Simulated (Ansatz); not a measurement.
We consider GeTe (R3m, No. 160, 2 atoms in the cell), described by r²SCAN0 in Ansatz (PAW).

Numerical settings: plane-wave cutoff 520 eV, 8×8×8 k mesh, Fermi–Dirac smearing 0.01 eV, scalar-relativistic PAW data made under PBE.

Cell (relaxed with PBEsol):

GeTe is taken in the trigonal space group R3m, hexagonal axes (No. 160), Pearson symbol hR2. Lattice parameters: a = b = 4.1621 Å, c = 10.4652 Å, α = β = 90.00°, γ = 120.00°. Ge on 3a is coordinated by 3 Te at 2.833 Å and 3 Te at 3.119 Å (octahedral). Te on 3a is surrounded by 3 Ge at 2.833 Å and 3 Ge at 3.119 Å (octahedral). (Neighbours: up to the widest gap in distance over summed covalent radii, below 1.35, at either atom.)
(The calculation used a cell of 2 atoms; values per cell refer to that cell.)

Question: What does this level give for the band gap, smallest direct gap on the k points sampled and Γ–Γ gap?

Answer: 
band gap: 1.15 eV (on the SCF k mesh)
smallest direct gap on the k points sampled: 1.20 eV
Γ–Γ gap: 6.65 eV

Note: cell and atoms aren't relaxed at this level (largest force component 0.30 eV/Å, pressure 1.3 GPa).

Spin–orbit coupling is not included; with these elements it can move the gap by several tenths of an eV or more.

Static lattice: no zero-point or thermal effects.

Ansatz is a quantum-chemistry and plane-wave program.
